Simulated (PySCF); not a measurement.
Species: N,N-dimethylacetamide, C4H9NO.
Bonds: C1–C2, C2–O3 (double), C2–N4, N4–C5, N4–C6. Hydrogens: H7, H8, H9 on C1; H10, H11, H12 on C5; H13, H14, H15 on C6.

The same species was optimised twice, with GFN2-xTB and with PBE0-D3(BJ)/def2-SVP (PySCF), and the same property calculations (PySCF, gas phase) were run on both structures.

```json
{"coordinate": "C2–N4 (Å)", "GFN2-xTB": "1.356", "PBE0-D3(BJ)/def2-SVP": "1.372", "change": "+0.016"}
{"coordinate": "N4–C5 (Å)", "GFN2-xTB": "1.441", "PBE0-D3(BJ)/def2-SVP": "1.437", "change": "-0.004"}
{"coordinate": "N4–C6 (Å)", "GFN2-xTB": "1.445", "PBE0-D3(BJ)/def2-SVP": "1.441", "change": "-0.004"}
{"coordinate": "C2=O3 (Å)", "GFN2-xTB": "1.216", "PBE0-D3(BJ)/def2-SVP": "1.217", "change": "+0.001"}
{"coordinate": "C1–C2 (Å)", "GFN2-xTB": "1.514", "PBE0-D3(BJ)/def2-SVP": "1.515", "change": "+0.001"}
{"coordinate": "C1–C2–O3 (°)", "GFN2-xTB": "121.8", "PBE0-D3(BJ)/def2-SVP": "120.7", "change": "-1.1"}
{"coordinate": "C1–C2–N4 (°)", "GFN2-xTB": "116.4", "PBE0-D3(BJ)/def2-SVP": "117.4", "change": "+1.0"}
{"coordinate": "C2–N4–C5 (°)", "GFN2-xTB": "124.9", "PBE0-D3(BJ)/def2-SVP": "125.3", "change": "+0.4"}
{"coordinate": "C2–N4–C6 (°)", "GFN2-xTB": "119.0", "PBE0-D3(BJ)/def2-SVP": "118.8", "change": "-0.2"}
{"coordinate": "C5–N4–C6 (°)", "GFN2-xTB": "115.7", "PBE0-D3(BJ)/def2-SVP": "115.9", "change": "+0.2"}
{"coordinate": "O3–C2–N4 (°)", "GFN2-xTB": "121.8", "PBE0-D3(BJ)/def2-SVP": "121.9", "change": "+0.1"}
{"coordinate": "C1–C2–N4–C5 (°)", "GFN2-xTB": "3", "PBE0-D3(BJ)/def2-SVP": "1", "change": "-2"}
```

Rotational constants: A = 4929, B = 3499, C = 2129 MHz (GFN2-xTB) against A = 4944, B = 3431, C = 2107 MHz (PBE0-D3(BJ)/def2-SVP). Atoms that the bonding makes alike are paired by their places after alignment.

On the GFN2-xTB structure: HOMO (eV) -6.85 [PBE0/pcSseg-1]; LUMO (eV) 0.99 [PBE0/pcSseg-1]; dipole (D) 3.99 [PBE0/pcSseg-1]; GIAO shielding of C1 (ppm) 163.3 [PBE0/pcSseg-1]; GIAO shielding of C2 (ppm) 17.0 [PBE0/pcSseg-1]; GIAO shielding of O3 (ppm) -94.9 [PBE0/pcSseg-1]; GIAO shielding of N4 (ppm) 151.8 [PBE0/pcSseg-1]; GIAO shielding of C5/C6 (mean) (ppm) 150.5 [PBE0/pcSseg-1].

What do these properties become on the PBE0-D3(BJ)/def2-SVP structure?

| property | level | on GFN2-xTB | on PBE0-D3(BJ)/def2-SVP | change |
| --- | --- | --- | --- | --- |
| HOMO (eV) | PBE0/pcSseg-1 | -6.85 | -6.87 | -0.02 |
| LUMO (eV) | PBE0/pcSseg-1 | 0.99 | 0.88 | -0.11 |
| dipole (D) | PBE0/pcSseg-1 | 3.99 | 3.87 | -0.12 |
| energy, GFN2-xTB geometry as zero (kcal/mol) | PBE0/pcSseg-1 | 0.0 | -0.4 | -0.4 |
| GIAO shielding of C1 (ppm) | PBE0/pcSseg-1 | 163.3 | 161.6 | -1.7 |
| GIAO shielding of C2 (ppm) | PBE0/pcSseg-1 | 17.0 | 16.4 | -0.6 |
| GIAO shielding of O3 (ppm) | PBE0/pcSseg-1 | -94.9 | -103.1 | -8.2 |
| GIAO shielding of N4 (ppm) | PBE0/pcSseg-1 | 151.8 | 147.2 | -4.6 |
| GIAO shielding of C5/C6 (mean) (ppm) | PBE0/pcSseg-1 | 150.5 | 149.8 | -0.7 |

The heavy atoms differ by 0.021 Å rms after alignment (one structure mirrored). Among the bonds compared C2–N4 changes most (+0.016 Å). Changes are differences of the printed values. Neither structure is proved a minimum here.

Conformer computed: `[CH3:1][C:2](=[O:3])[N:4]([CH3:5])[CH3:6]`: C1–C2–N4–C5 1°.
